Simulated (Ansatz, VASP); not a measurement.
**BP: VASP beside Ansatz**

```
B P
1.0
     0.00000    2.25369    2.25369
     2.25369    0.00000    2.25369
     2.25369    2.25369    0.00000
B P
1 1
Direct
  0.00000 0.00000 0.00000
  0.25000 0.25000 0.25000
```

Alike in both runs: functional PBE; dispersion D3(BJ); k mesh 10 × 10 × 10; occupations gaussian, width 0.02 eV; no spin polarisation.

Ansatz relaxed the structure, and its values are those at the end. VASP's run is a single point on that final structure, the one shown.

|  | VASP | Ansatz |
| --- | --- | --- |
| version | VASP 6.6.1 | Ansatz 0.2.0 |
| potentials or method | VASP PAW PBE potentials, release 64 (B, P) | scalar-relativistic, plane waves, PAW |
| plane-wave cutoff (eV) | 520 | 420 |
| valence electrons in the cell | 8 | 8 |

```tsv
	VASP	Ansatz	Ansatz less VASP
gap on the k mesh at the Fermi level (eV)	1.21	1.22	+0.004
least direct gap on the mesh (eV)	3.43	3.43	+0.004
pressure (GPa)	-0.2	0.0	+0.25
```

A k mesh can miss the band edges. Expect the measured gap to be larger: semilocal functionals such as PBE lack the derivative discontinuity.
